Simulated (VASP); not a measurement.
A run of VASP 6.6.1:

File INCAR:

```
SYSTEM = CaO
PREC = Accurate
ENCUT = 520
EDIFF = 1E-7
ISMEAR = 0
SIGMA = 0.1
LREAL = .FALSE.
LASPH = .TRUE.
NELM = 60
ALGO = Normal
ISIF = 3
LWAVE = .FALSE.
LCHARG = .FALSE.
GGA = PE
IBRION = 2
NSW = 80
EDIFFG = -0.002
PSTRESS = 500.0
```

The input KPOINTS:

```
regular mesh
0
G
  4 4 4
  0 0 0
```

Contents of POSCAR:

```
CaO                                     
1.0
   -0.0000000000      2.2146665026      2.2146665026
    2.2146665026     -0.0000000000      2.2146665026
    2.2146665026      2.2146665026     -0.0000000000
  Ca              O             
     1     1
Direct
     0.0000000000000000    0.0000000000000000    0.0000000000000000
     0.5000000000000000    0.5000000000000000    0.5000000000000000
```

Potentials or basis: VASP PAW PBE potentials, release 64 (Ca_sv, O).

The run is started by

```console
$ cat potpaw_PBE.64/Ca_sv/POTCAR potpaw_PBE.64/O/POTCAR > POTCAR
$ mpirun -np 1 vasp_std > vasp.out
```

Hardware: 1 thread of Intel(R) Xeon(R) 6975P-C (Granite Rapids) (shared host).

Q: How long does it take, and how much memory?

A: It took 6.8 s on 1 thread of Intel(R) Xeon(R) 6975P-C (Granite Rapids) (shared host), peak memory 0.14 GiB. Counts: scf iterations 27, k points 8, ion steps 3.
